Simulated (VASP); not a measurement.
Here is a VASP 6.6.1 calculation.

INCAR

```
SYSTEM = Cu
ALGO = Fast ; EDIFF = 1E-7
ENCUT = 520 ; GGA = PE
ISIF = 2 ; ISMEAR = 0
LASPH = .True. ; LCHARG = .False.
LREAL = .False. ; LWAVE = .False.
NBANDS = 18 ; NELM = 100
PREC = Accurate ; SIGMA = 0.1
```

Contents of KPOINTS:

```
k-points
0
Gamma
  14 14 16
  0 0 0
```

Contents of POSCAR:

```
Cu
1.0
    2.9510618436      0.0000000000      0.0000000000
    0.0000000000      2.9510618436      0.0000000000
    0.0000000000      0.0000000000      2.7591107961
Cu
2
Direct
    0.0000000000      0.0000000000      0.0000000000
    0.5000000000      0.5000000000      0.5000000000
```

Potentials or basis: VASP PAW PBE potentials, release 64 (Cu).

Command:

```sh
$ cat potpaw_PBE.64/Cu/POTCAR > POTCAR
$ mpirun -np 1 vasp_std > vasp.out
```

Problem. Estimate the pressure.

Solution. 0.5 GPa.

Problem. Estimate the band gap on the k mesh.

Solution. None (metal or under the smearing width).

Stress tensor (GPa, compression positive):
```
0.37 0.00 0.00
0.00 0.37 0.00
0.00 0.00 0.68
```
